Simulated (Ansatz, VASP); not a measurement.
AlRu: VASP and Ansatz over several settings

```
CELL_PARAMETERS angstrom
2.95117 0.00000 0.00000
0.00000 2.95117 0.00000
0.00000 0.00000 2.95117
ATOMIC_POSITIONS crystal
Ru 0.50000 0.50000 0.50000
Al 0.00000 0.00000 0.00000
```

Single points on this cell with VASP 6.6.1 and Ansatz 0.2.0. Each row is one pair of runs. Alike in all rows: spin: off; k mesh: 9 × 9 × 9; smearing: fermi-dirac, width 0.05 eV.

| level | VASP's potentials, cutoff | Ansatz's potentials, cutoff | gap on the k mesh at the Fermi level (eV), VASP | gap on the k mesh at the Fermi level (eV), Ansatz | pressure (GPa), VASP | pressure (GPa), Ansatz |
| --- | --- | --- | --- | --- | --- | --- |
| LDA | VASP PAW LDA potentials, release 64 (Ru_pv, Al), 520 eV | Ansatz PAW, 420 eV | none | none | 1.2 | 0.6 |
| PBEsol | VASP PAW PBE potentials, release 64 (Ru_pv, Al), 520 eV | Ansatz PAW, 420 eV | none | none | 5.9 | 5.9 |
| r2SCAN | VASP PAW PBE potentials, release 64 (Ru_pv, Al), 520 eV | Ansatz PAW, 500 eV | none | none | 7.6 | 7.4 |

Pressure (GPa): the two programs differ by at most 0.62.

A gap of «none» marks a metal or a gap that the smearing closes.

Caveats: the PAW data sets were made with another functional, which shifts forces and pressure a little (VASP); the PAW data sets come from PBE, with cores solved anew for the run's functional, which leaves a small shift of forces and pressure (Ansatz).
